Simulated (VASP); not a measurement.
AgCl (Chlorargyrite) in VASP: convergence with SIGMA

Input of the first run (SIGMA 0.3 eV); the others differ in this setting and in those tied to it:

INCAR

```
PREC = Accurate
ENCUT = 520
EDIFF = 1E-6
ISMEAR = 1
SIGMA = 0.3
LREAL = False
LASPH = True
NELM = 80
ALGO = Normal
ISIF = 2
LWAVE = False
LCHARG = False
GGA = PS
```

Contents of KPOINTS:

```
Automatic mesh
0
Gamma
  8 8 8
```

File POSCAR:

```
AgCl
1.0
    0.0000000000      2.7350000000      2.7350000000
    2.7350000000      0.0000000000      2.7350000000
    2.7350000000      2.7350000000      0.0000000000
Ag Cl
1 1
Direct
    0.0000000000      0.0000000000      0.0000000000
    0.5000000000      0.5000000000      0.5000000000
```

Potentials or basis: VASP PAW PBE potentials, release 64 (Ag, Cl).

Launch:

```console
$ cat potpaw_PBE.64/Ag/POTCAR potpaw_PBE.64/Cl/POTCAR > POTCAR
$ mpirun -np 1 vasp_std > vasp.out
```

Hardware: 1 thread of Intel(R) Xeon(R) 6975P-C (Granite Rapids), on a shared host.

```tsv
SIGMA	energy less the tightest run, at zero smearing (meV/atom)	SCF cycles	CPU time (s)	peak memory (GiB)
0.3 eV	0.14	12	7.8	0.17
0.2 eV	0.22	12	8.3	0.16
0.15 eV	0.18	12	8	0.17
0.1 eV	0.09	12	8.6	0.17
0.05 eV	0.01	12	7.1	0.17
0.02 eV	0.01	12	7.8	0.17
0.01 eV	0.00	12	7.2	0.17
```

Against the tightest run, the energy stays within 1 meV/atom from 0.3 eV on. The tightest run that finished is the yardstick and may itself not be fully converged.
